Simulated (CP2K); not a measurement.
WS2 (Tungstenite):

```
CELL_PARAMETERS angstrom
3.18000 0.00000 0.00000
-1.59000 2.75396 0.00000
0.00000 0.00000 12.50000
ATOMIC_POSITIONS crystal
W 0.66667 0.33333 0.75000
W 0.33333 0.66667 0.25000
S 0.66667 0.33333 0.37500
S 0.33333 0.66667 0.87500
S 0.66667 0.33333 0.12500
S 0.33333 0.66667 0.62500
```

Program: CP2K 2026.2. Alike in all runs: no spin polarisation; cell as given; k mesh 10 × 10 × 3; smearing fermi-dirac 0.05 eV.

Q: Order these runs on this cell by their band gap on the k mesh, lowest first.
A. level PBEsol+rVV10; potentials or basis POTENTIAL_UZH W GTH-PBE-q14, S GTH-PBE-q6; DZVP-MOLOPT-PBE-GTH basis; EPS_DEFAULT 1.0E-9; CUTOFF of the grids 450 Ry; cutoff of the non-local correlation (Ry) 300
B. level LDA; potentials or basis GTH_POTENTIALS W GTH-PADE-q14, S GTH-PADE-q6; TZVP-MOLOPT-PBE-GTH basis; EPS_DEFAULT 1.0E-10; points a segment of the path (NPOINTS) 6; bands added on the path 2; CUTOFF of the grids 450 Ry
C. level TB-mBJ; potentials or basis POTENTIAL_UZH W GTH-PBE-q14, S GTH-PBE-q6; TZVP-MOLOPT-PBE-GTH basis; EPS_DEFAULT 1.0E-9; points a segment of the path (NPOINTS) 10; bands added on the path 4; CUTOFF of the grids 675 Ry

A: B (0.88 eV), A (1.07 eV), C (1.22 eV).

Caveats: spin-orbit coupling is left out, which moves the levels of the heavy elements; the basis of atomic orbitals isn't converged, which shifts pressures, moduli and gaps; an odd mesh through Γ misses points on the zone boundary, where band edges often lie (some runs); this is a model potential without an energy functional, so only levels have meaning (some runs).

Not every run made on this cell is shown here.
